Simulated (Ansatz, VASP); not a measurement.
Given: the input of a run of Ansatz 0.2.0 on Cs.

input.yaml

```yaml
crystal:
  lattice:
    - [-3.0646009157, 3.0646009157, 3.0646009157]
    - [3.0646009157, -3.0646009157, 3.0646009157]
    - [3.0646009157, 3.0646009157, -3.0646009157]
  atoms:
    - { symbol: Cs, position: [0.0, 0.0, 0.0] }
kpoints:
  mp_grid: { grid: [6, 6, 6] }
scf:
  occupations: { method: fermi_dirac, width: 0.05 }
hamiltonian:
  xc: pbe
  pseudopotentials: { kind: all_electron, lapw: { basis_error: 0.0005 } }
output:
  forces: true
  stress: true
  eigenvalues: true
```

Potentials or basis: all-electron LAPW, scalar-relativistic.

Command:

```console
$ ansatz run input.yaml --threads 1 --pin off --max-ram 2560MiB --backend cpu --events-out ev --progress --plain --runs-dir out
```

**Question.** Translate it to VASP 6.6.1. Potentials there: VASP PAW PBE potentials, release 64 (Cs_sv).

**Answer.** As run (the cutoff follows the program's own potentials):

The input INCAR:

```
SYSTEM = Cs
  PREC = Accurate
  ENCUT = 520
  EDIFF = 1E-6
  ISMEAR = -1
  SIGMA = 0.05
  LREAL = .False.
  LASPH = .True.
  NELM = 100
  ALGO = Normal
  ISIF = 2
  LWAVE = .False.
  LCHARG = .True.
  GGA = PE
  LELF = .True.
  LVHAR = .True.
  NBANDS = 10
```

File KPOINTS:

```
regular mesh
0
Gamma
  6 6 6
  0 0 0
```

File POSCAR:

```
Cs
1.0
   -3.0646009157      3.0646009157      3.0646009157
    3.0646009157     -3.0646009157      3.0646009157
    3.0646009157      3.0646009157     -3.0646009157
Cs
1
Direct
    0.0000000000      0.0000000000      0.0000000000
```

Potentials or basis: VASP PAW PBE potentials, release 64 (Cs_sv).

Run with:

```sh
$ cat potpaw_PBE.64/Cs_sv/POTCAR > POTCAR
$ mpirun -np 1 vasp_std > vasp.out
```

Both were run:

|  | VASP | Ansatz | Ansatz less VASP |
| --- | --- | --- | --- |
| gap on the k mesh at the Fermi level (eV) | none | none | - |
| pressure (GPa) | 0.0 | 0.0 | +0.01 |

A gap of «none» marks a metal or a gap that the smearing closes. Ansatz ran all-electron here, so the differences hold the error of VASP's frozen core and of both bases.

The runs have no spin-orbit coupling, so splittings on Cs are missing.
